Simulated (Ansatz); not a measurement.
# HfN: changing the functional

```cif
data_structure
_symmetry_space_group_name_H-M 'Fm-3m'
_symmetry_Int_Tables_number 225
_cell_length_a 4.5120
_cell_length_b 4.5120
_cell_length_c 4.5120
_cell_angle_alpha 90.000
_cell_angle_beta 90.000
_cell_angle_gamma 90.000
_cell_volume 91.86
loop_
_atom_site_label
_atom_site_type_symbol
_atom_site_symmetry_multiplicity
_atom_site_Wyckoff_symbol
_atom_site_fract_x
_atom_site_fract_y
_atom_site_fract_z
_atom_site_occupancy
Hf1 Hf 4 a 0.00000 0.00000 0.00000 1
N1 N 4 b 0.50000 0.00000 0.00000 1
```

Kept alike: task band structure; k mesh 10 × 10 × 10; occupations fermi-dirac, width 0.05 eV; no spin polarisation. Program: Ansatz, all-electron LAPW, scalar-relativistic. The mesh is that of the run's cell of 2 atoms. No spin-orbit coupling.

| run | pressure (GPa) |
| --- | --- |
| A | 6.66 |
| B | -8.20 |
| C | -1.87 |

Pressure is positive in compression. For a metal such a mesh leaves the last digits unconverged.

**Question.** The runs differ in the functional alone: LDA; PBE; PBEsol. Which run is which?

**Answer.** Run A is PBE; run B is LDA; run C is PBEsol. The pressure runs from -8.20 (LDA) to 6.66 GPa (PBE). From PBE: LDA -14.86; PBEsol -8.53. A positive pressure means that the functional's own cell is larger than the one given, a negative one that it is smaller.
